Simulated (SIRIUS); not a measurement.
# Zr (Im-3m) in SIRIUS: a series of runs

The runs below take Zr through equation of state, with PBEsol.

Everything below comes from runs of SIRIUS 7.12.0. Logs are shortened: lines on timing, memory, paths and dates and some standing lists are left out, and cuts for length are marked. The log counts tension as positive stress, the text compression.

### Step 1. Starting point

The structure is cubic, space group Im-3m (No. 229). The conventional cell has a = 3.620 Å, b = 3.620 Å, c = 3.620 Å, α = 90.00°, β = 90.00°, γ = 90.00°. Around Zr (site symmetry m-3m) lie 8 Zr at 3.14 Å.

This isn't the form of Zr at room conditions, which is hcp.

### Step 2. Equation of state, PBEsol, 22.30 Å³/atom (volume scaled by 0.94)

Contents of sirius.json:

```json
{
  "control": {
    "processing_unit": "cpu",
    "std_evp_solver_name": "lapack",
    "gen_evp_solver_name": "lapack",
    "verbosity": 2,
    "print_forces": false,
    "ortho_rf": true,
    "use_second_variation": true,
    "rmt_max": 3.0,
    "num_bands_to_print": 14,
    "save_wf": true
  },
  "parameters": {
    "electronic_structure_method": "full_potential_lapwlo",
    "xc_functionals": ["XC_GGA_X_PBE_SOL", "XC_GGA_C_PBE_SOL"],
    "core_relativity": "dirac",
    "valence_relativity": "iora",
    "num_fv_states": 14,
    "smearing": "fermi_dirac",
    "smearing_width": 0.0018374661,
    "pw_cutoff": 20,
    "gk_cutoff": 3.46,
    "lmax_apw": 10,
    "lmax_rho": 8,
    "lmax_pot": 8,
    "num_mag_dims": 0,
    "auto_rmt": 0,
    "ngridk": [10, 10, 10],
    "shiftk": [0, 0, 0],
    "num_dft_iter": 80,
    "energy_tol": 1e-07,
    "density_tol": 1e-05,
    "use_symmetry": true
  },
  "settings": {"tol_ne": 1e-10},
  "iterative_solver": {"type": "exact"},
  "mixer": {"type": "anderson", "beta": 0.5, "max_history": 8},
  "unit_cell": {
    "lattice_vectors": [
      [-3.3505805244, 3.3505805244, 3.3505805244],
      [3.3505805244, -3.3505805244, 3.3505805244],
      [3.3505805244, 3.3505805244, -3.3505805244]
    ],
    "atom_types": ["Zr"],
    "atom_files": {"Zr": "Zr.json"},
    "atoms": {"Zr": [[0.0, 0.0, 0.0]]}
  }
}
```

Contents of Zr.json:

```json
{
  "name": "zirconium",
  "symbol": "Zr",
  "number": 40,
  "mass": 91.224,
  "rmin": 1e-06,
  "rmt": 2.54,
  "nrmt": 800,
  "rinf": 17.42,
  "core": "1s2s2p3s3p3d",
  "valence": [
    {"basis": [{"enu": 0.13, "dme": 0, "n": 0, "auto": 0}, {"enu": 0.13, "dme": 1, "n": 0, "auto": 0}]},
    {"l": 0, "n": 1, "basis": [{"enu": 0.23, "dme": 0, "n": 0, "auto": 0}]},
    {"l": 1, "n": 2, "basis": [{"enu": 0.23, "dme": 0, "n": 0, "auto": 0}]},
    {"l": 2, "n": 3, "basis": [{"enu": 0.23, "dme": 0, "n": 0, "auto": 0}]},
    {"l": 3, "n": 4, "basis": [{"enu": 0.23, "dme": 0, "n": 0, "auto": 0}]}
  ],
  "lo": [
    {"l": 0, "basis": [{"enu": 0.23, "dme": 0, "n": 0, "auto": 0}, {"enu": 0.23, "dme": 1, "n": 0, "auto": 0}]},
    {
      "l": 0,
      "basis": [{"enu": -1.6312, "dme": 0, "n": 4, "auto": 1}, {"enu": -1.6312, "dme": 1, "n": 4, "auto": 1}]
    },
    {
      "l": 0,
      "basis": [{"enu": -1.6312, "dme": 1, "n": 4, "auto": 1}, {"enu": 0.23, "dme": 0, "n": 0, "auto": 0}]
    },
    {"l": 0, "basis": [{"enu": 0.23, "dme": 0, "n": 0, "auto": 0}, {"enu": 2.71, "dme": 0, "n": 0, "auto": 0}]},
    {"l": 1, "basis": [{"enu": 0.23, "dme": 0, "n": 0, "auto": 0}, {"enu": 0.23, "dme": 1, "n": 0, "auto": 0}]},
    {
      "l": 1,
      "basis": [{"enu": -0.8259, "dme": 0, "n": 4, "auto": 1}, {"enu": -0.8259, "dme": 1, "n": 4, "auto": 1}]
    },
    {
      "l": 1,
      "basis": [{"enu": -0.8259, "dme": 1, "n": 4, "auto": 1}, {"enu": 0.23, "dme": 0, "n": 0, "auto": 0}]
    },
    {"l": 1, "basis": [{"enu": 0.23, "dme": 0, "n": 0, "auto": 0}, {"enu": 3.082, "dme": 0, "n": 0, "auto": 0}]},
    {"l": 2, "basis": [{"enu": 0.23, "dme": 0, "n": 0, "auto": 0}, {"enu": 0.23, "dme": 1, "n": 0, "auto": 0}]},
    {"l": 2, "basis": [{"enu": 0.23, "dme": 1, "n": 0, "auto": 0}, {"enu": 0.23, "dme": 2, "n": 0, "auto": 0}]},
    {"l": 2, "basis": [{"enu": 0.23, "dme": 0, "n": 0, "auto": 0}, {"enu": 2.648, "dme": 0, "n": 0, "auto": 0}]},
    {"l": 3, "basis": [{"enu": 0.23, "dme": 0, "n": 0, "auto": 0}, {"enu": 0.23, "dme": 1, "n": 0, "auto": 0}]},
    {"l": 3, "basis": [{"enu": 0.23, "dme": 0, "n": 0, "auto": 0}, {"enu": 2.927, "dme": 0, "n": 0, "auto": 0}]}
  ],
  "free_atom": [... radial grid and density of the free atom, the start of the SCF ...]
}
```

Contents of sirius_start.json:

```json
{
  "control": {
    "processing_unit": "cpu",
    "std_evp_solver_name": "lapack",
    "gen_evp_solver_name": "lapack",
    "verbosity": 1,
    "print_forces": false,
    "ortho_rf": true,
    "use_second_variation": true,
    "rmt_max": 3.0,
    "num_bands_to_print": 14,
    "save_wf": false
  },
  "parameters": {
    "electronic_structure_method": "full_potential_lapwlo",
    "xc_functionals": ["XC_LDA_X", "XC_LDA_C_PW"],
    "core_relativity": "dirac",
    "valence_relativity": "iora",
    "num_fv_states": 14,
    "smearing": "fermi_dirac",
    "smearing_width": 0.0055123983,
    "pw_cutoff": 20,
    "gk_cutoff": 2.77,
    "lmax_apw": 10,
    "lmax_rho": 8,
    "lmax_pot": 8,
    "num_mag_dims": 0,
    "auto_rmt": 0,
    "ngridk": [4, 4, 4],
    "shiftk": [0, 0, 0],
    "num_dft_iter": 30,
    "energy_tol": 0.01,
    "density_tol": 0.05,
    "use_symmetry": true
  },
  "settings": {"tol_ne": 1e-10},
  "iterative_solver": {"type": "exact"},
  "mixer": {"type": "anderson", "beta": 0.5, "max_history": 8},
  "unit_cell": {
    "lattice_vectors": [
      [-3.3505805244, 3.3505805244, 3.3505805244],
      [3.3505805244, -3.3505805244, 3.3505805244],
      [3.3505805244, 3.3505805244, -3.3505805244]
    ],
    "atom_types": ["Zr"],
    "atom_files": {"Zr": "Zr.json"},
    "atoms": {"Zr": [[0.0, 0.0, 0.0]]}
  }
}
```

Potentials or basis: all-electron FP-LAPW, apw+lo standard.

Command:

```
$ OMP_NUM_THREADS=1 sirius.scf --input=sirius_start.json --output=start.json
$ OMP_NUM_THREADS=1 sirius.scf --input=sirius.json --output=output.json --task=1
```

Log:

```text
[info] SIRIUS version : 7.12.0
[info] number of MPI ranks           : 1
[info] MPI grid                      : 1 1
[info] maximum number of OMP threads : 1
[fft] FFT context for density and potential
[fft] =====================================
[fft]   plane wave cutoff                     : 20
[fft]   grid size                             : 40 40 40   total : 64000
[fft]   grid limits                           : -19 20   -19 20   -19 20
[fft]   number of G-vectors within the cutoff : 20377
[fft]   number of G-shells                    : 543
[fft] FFT context for coarse grid
[fft] =====================================
[fft]   plane wave cutoff                     : 6.92
[fft]   grid size                             : 15 15 15   total : 3375
[fft]   grid limits                           : -7 7   -7 7   -7 7
[fft]   number of G-vectors within the cutoff : 887
[fft]   number of G-shells                    : 36
[unit cell] lattice vectors
[unit cell]   a1 :      -3.3505805244      3.3505805244      3.3505805244
[unit cell]   a2 :       3.3505805244     -3.3505805244      3.3505805244
[unit cell]   a3 :       3.3505805244      3.3505805244     -3.3505805244
[unit cell] reciprocal lattice vectors
[unit cell]   b1 :       0.0000000000      0.9376263697      0.9376263697
[unit cell]   b2 :       0.9376263697      0.0000000000      0.9376263697
[unit cell]   b3 :       0.9376263697      0.9376263697      0.0000000000
[unit cell] unit cell volume :       150.45969277 [a.u.^3]
[unit cell] 1/sqrt(omega)    :         0.08152483
[unit cell] MT volume        :        68.64197317 (45.62%)
[unit cell] IT volume        :        81.81771960 (54.38%)
[unit cell] number of atom types : 1
[unit cell] type id : 0 symbol : Zr mt_radius :   2.540000 num_atoms : 1
[unit cell] total number of atoms : 1
[unit cell] number of symmetry classes : 1
[unit cell] atom id  type id  class id             position                      vector_field
[unit cell] ------------------------------------------------------------------------------------------
[unit cell]      0        0        0      0.00000   0.00000   0.00000      0.00000   0.00000   0.00000
[unit cell] atom id         position (Cartesian, a.u.)
[unit cell] ---------------------------------------------
[... 289 lines left out ...]
[diagonalize] ik:    2   -1.446988   -0.636299   -0.625911   -0.621458    0.171931    0.338647    0.348841    0.416839    0.442331    0.464909    0.805191    0.858435    0.871223    0.989795
[diagonalize] ik:    3   -1.444907   -0.648978   -0.629921   -0.621583    0.207283    0.317741    0.340201    0.452137    0.472114    0.473093    0.767910    0.817964    0.961801    1.006908
[diagonalize] ik:    4   -1.443205   -0.658817   -0.633090   -0.621688    0.218884    0.302987    0.366574    0.462912    0.483184    0.536383    0.719019    0.752597    0.900546    1.030884
[diagonalize] ...
[diagonalize] ik:   42   -1.439464   -0.654070   -0.644360   -0.640260    0.250014    0.263790    0.409600    0.419727    0.552642    0.597833    0.680251    0.736790    0.921806    0.960407
[diagonalize] ik:   43   -1.439097   -0.651748   -0.647866   -0.641308    0.248302    0.252235    0.408548    0.473113    0.518943    0.609535    0.689342    0.708365    0.936414    0.978617
[diagonalize] ik:   44   -1.438749   -0.649539   -0.646688   -0.646688    0.240012    0.244209    0.468776    0.468776    0.518946    0.556002    0.712455    0.712455    0.909894    0.998312
[diagonalize] ik:   45   -1.438272   -0.650741   -0.648064   -0.646949    0.233255    0.235384    0.484300    0.487247    0.546306    0.607352    0.646309    0.666549    0.931487    0.993805
[diagonalize] ik:   46   -1.437816   -0.649464   -0.649464   -0.649464    0.225491    0.225491    0.543881    0.543881    0.543881    0.608609    0.608609    0.608609    0.897326    1.014381
[generate_core_charge_density] atom class : 0
[generate_core_charge_density]   n,l,k : 1 0 1  energy :        -653.79666545
[generate_core_charge_density]   n,l,k : 2 0 1  energy :         -90.09663339
[generate_core_charge_density]   n,l,k : 2 1 1  energy :         -82.44351143
[generate_core_charge_density]   n,l,k : 2 1 2  energy :         -79.29131830
[generate_core_charge_density]   n,l,k : 3 0 1  energy :         -14.28762376
[generate_core_charge_density]   n,l,k : 3 1 1  energy :         -11.43929834
[generate_core_charge_density]   n,l,k : 3 1 2  energy :         -10.93715203
[generate_core_charge_density]   n,l,k : 3 2 2  energy :          -5.91087092
[generate_core_charge_density]   n,l,k : 3 2 3  energy :          -5.81910331
[find] Total energy                   :   -3597.18492766 (Ha),   -7194.36985532 (Ry)
[find] iteration : 1, RMS (target) : 7.4434e-02 (1.0000e-05) , energy difference (target) : 1.4005e-05 (1.0000e-07)
[find] Total energy                   :   -3597.18492428 (Ha),   -7194.36984856 (Ry)
[find] iteration : 2, RMS (target) : 9.0378e-04 (1.0000e-05) , energy difference (target) : 3.3796e-06 (1.0000e-07)
[find] Total energy                   :   -3597.18492442 (Ha),   -7194.36984885 (Ry)
[find] iteration : 3, RMS (target) : 3.3584e-04 (1.0000e-05) , energy difference (target) : -1.4331e-07 (1.0000e-07)
[find] Total energy                   :   -3597.18492451 (Ha),   -7194.36984903 (Ry)
[find] iteration : 4, RMS (target) : 2.0212e-05 (1.0000e-05) , energy difference (target) : -8.8980e-08 (1.0000e-07)
[... 10 lines left out ...]
[find] valence_eval_sum               :      -5.51717737
[find] core_eval_sum                  :   -2123.31002553
[find] kinetic energy                 :    3716.51729000
[find] enuc                           :   -4352.47448151
[find] <rho|V^{XC}>                   :    -147.48808746
[find] <rho|E^{XC}>                   :    -112.29956484
[find] <mag|B^{XC}>                   :       0.00000000
[find] <rho|V^{H}>                    :   -5697.85640544
[find] smearing (-TS)                 :      -0.00050591
[find] SCF correction                 :       0.00003455
[find] Total energy                   :   -3597.18492452 (Ha),   -7194.36984903 (Ry)
[find] Free energy (E-TS)             :   -3597.18543042 (Ha),   -7194.37086085 (Ry)
[find] band gap (eV)                  :       0.00000000
[find] Efermi                         :       0.33666098
[find] iteration : 5, RMS (target) : 5.1920e-06 (1.0000e-05) , energy difference (target) : -3.1378e-09 (1.0000e-07)
[find] converged after 6 SCF iterations!
[find] Charges and magnetic moments
[find] --------------------------------------------------------------------------------
[find] atom      charge    core leakage
[find] --------------------------------------------------------------------------------
[find]    0   37.894893    4.445168e-06
[find] total core leakage    : 4.44516826e-06
[find] interstitial charge   : 2.105101
[find] total charge          : 39.999994
[find] Energy
[find] --------------------------------------------------------------------------------
[find] valence_eval_sum               :      -5.51717737
[find] core_eval_sum                  :   -2123.31002553
[find] kinetic energy                 :    3716.51729000
[find] enuc                           :   -4352.47448151
[find] <rho|V^{XC}>                   :    -147.48808746
[find] <rho|E^{XC}>                   :    -112.29956484
[find] <mag|B^{XC}>                   :       0.00000000
[find] <rho|V^{H}>                    :   -5697.85640544
[find] smearing (-TS)                 :      -0.00050591
[find] SCF correction                 :       0.00003455
[find] Total energy                   :   -3597.18492452 (Ha),   -7194.36984903 (Ry)
[find] Free energy (E-TS)             :   -3597.18543042 (Ha),   -7194.37086085 (Ry)
[find] band gap (eV)                  :       0.00000000
[find] Efermi                         :       0.33666098
```

Wall time 21 s (1 thread of Arm Neoverse V1, shared host); peak memory 0.3 GiB.

What came out:

* Free energy: -97884.4021 eV
* Band gap on the k mesh: none (metal or under the smearing width)
* All electrons inside the program's atomic spheres: Zr 37.89 (radii Zr 2.54 bohr)

### Step 3. Equation of state, PBEsol, 22.77 Å³/atom (volume scaled by 0.96)

sirius.json, as its differences from that of step 2:

```diff
@@ -40,5 +40,5 @@
     "lattice_vectors": [
-      [-3.3505805244, 3.3505805244, 3.3505805244],
-      [3.3505805244, -3.3505805244, 3.3505805244],
-      [3.3505805244, 3.3505805244, -3.3505805244]
+      [-3.3741769392, 3.3741769392, 3.3741769392],
+      [3.3741769392, -3.3741769392, 3.3741769392],
+      [3.3741769392, 3.3741769392, -3.3741769392]
     ],
```

Contents of Zr.json:

```json
{
  "name": "zirconium",
  "symbol": "Zr",
  "number": 40,
  "mass": 91.224,
  "rmin": 1e-06,
  "rmt": 2.54,
  "nrmt": 800,
  "rinf": 17.42,
  "core": "1s2s2p3s3p3d",
  "valence": [
    {"basis": [{"enu": 0.12, "dme": 0, "n": 0, "auto": 0}, {"enu": 0.12, "dme": 1, "n": 0, "auto": 0}]},
    {"l": 0, "n": 1, "basis": [{"enu": 0.22, "dme": 0, "n": 0, "auto": 0}]},
    {"l": 1, "n": 2, "basis": [{"enu": 0.22, "dme": 0, "n": 0, "auto": 0}]},
    {"l": 2, "n": 3, "basis": [{"enu": 0.22, "dme": 0, "n": 0, "auto": 0}]},
    {"l": 3, "n": 4, "basis": [{"enu": 0.22, "dme": 0, "n": 0, "auto": 0}]}
  ],
  "lo": [
    {"l": 0, "basis": [{"enu": 0.22, "dme": 0, "n": 0, "auto": 0}, {"enu": 0.22, "dme": 1, "n": 0, "auto": 0}]},
    {
      "l": 0,
      "basis": [{"enu": -1.6412, "dme": 0, "n": 4, "auto": 1}, {"enu": -1.6412, "dme": 1, "n": 4, "auto": 1}]
    },
    {
      "l": 0,
      "basis": [{"enu": -1.6412, "dme": 1, "n": 4, "auto": 1}, {"enu": 0.22, "dme": 0, "n": 0, "auto": 0}]
    },
    {"l": 0, "basis": [{"enu": 0.22, "dme": 0, "n": 0, "auto": 0}, {"enu": 2.7, "dme": 0, "n": 0, "auto": 0}]},
    {"l": 1, "basis": [{"enu": 0.22, "dme": 0, "n": 0, "auto": 0}, {"enu": 0.22, "dme": 1, "n": 0, "auto": 0}]},
    {
      "l": 1,
      "basis": [{"enu": -0.8359, "dme": 0, "n": 4, "auto": 1}, {"enu": -0.8359, "dme": 1, "n": 4, "auto": 1}]
    },
    {
      "l": 1,
      "basis": [{"enu": -0.8359, "dme": 1, "n": 4, "auto": 1}, {"enu": 0.22, "dme": 0, "n": 0, "auto": 0}]
    },
    {"l": 1, "basis": [{"enu": 0.22, "dme": 0, "n": 0, "auto": 0}, {"enu": 3.072, "dme": 0, "n": 0, "auto": 0}]},
    {"l": 2, "basis": [{"enu": 0.22, "dme": 0, "n": 0, "auto": 0}, {"enu": 0.22, "dme": 1, "n": 0, "auto": 0}]},
    {"l": 2, "basis": [{"enu": 0.22, "dme": 1, "n": 0, "auto": 0}, {"enu": 0.22, "dme": 2, "n": 0, "auto": 0}]},
    {"l": 2, "basis": [{"enu": 0.22, "dme": 0, "n": 0, "auto": 0}, {"enu": 2.638, "dme": 0, "n": 0, "auto": 0}]},
    {"l": 3, "basis": [{"enu": 0.22, "dme": 0, "n": 0, "auto": 0}, {"enu": 0.22, "dme": 1, "n": 0, "auto": 0}]},
    {"l": 3, "basis": [{"enu": 0.22, "dme": 0, "n": 0, "auto": 0}, {"enu": 2.917, "dme": 0, "n": 0, "auto": 0}]}
  ],
  "free_atom": [... radial grid and density of the free atom, the start of the SCF ...]
}
```

sirius_start.json, as its differences from that of step 2:

```diff
@@ -40,5 +40,5 @@
     "lattice_vectors": [
-      [-3.3505805244, 3.3505805244, 3.3505805244],
-      [3.3505805244, -3.3505805244, 3.3505805244],
-      [3.3505805244, 3.3505805244, -3.3505805244]
+      [-3.3741769392, 3.3741769392, 3.3741769392],
+      [3.3741769392, -3.3741769392, 3.3741769392],
+      [3.3741769392, 3.3741769392, -3.3741769392]
     ],
```

Potentials or basis: all-electron FP-LAPW, apw+lo standard.

Command:

```
$ OMP_NUM_THREADS=1 sirius.scf --input=sirius_start.json --output=start.json
$ OMP_NUM_THREADS=1 sirius.scf --input=sirius.json --output=output.json --task=1
```

Wall time 21 s (1 thread of Arm Neoverse V1, shared host); peak memory 0.3 GiB.

Results (log left out):

```yaml
Free_energy: -97884.3926 eV
Band_gap_on_the_k_mesh: none (metal or under the smearing width)
All_electrons_inside_the_program's_atomic_spheres: Zr 37.87 (radii Zr 2.54 bohr)
```

(Continued in part 2 of 2.)
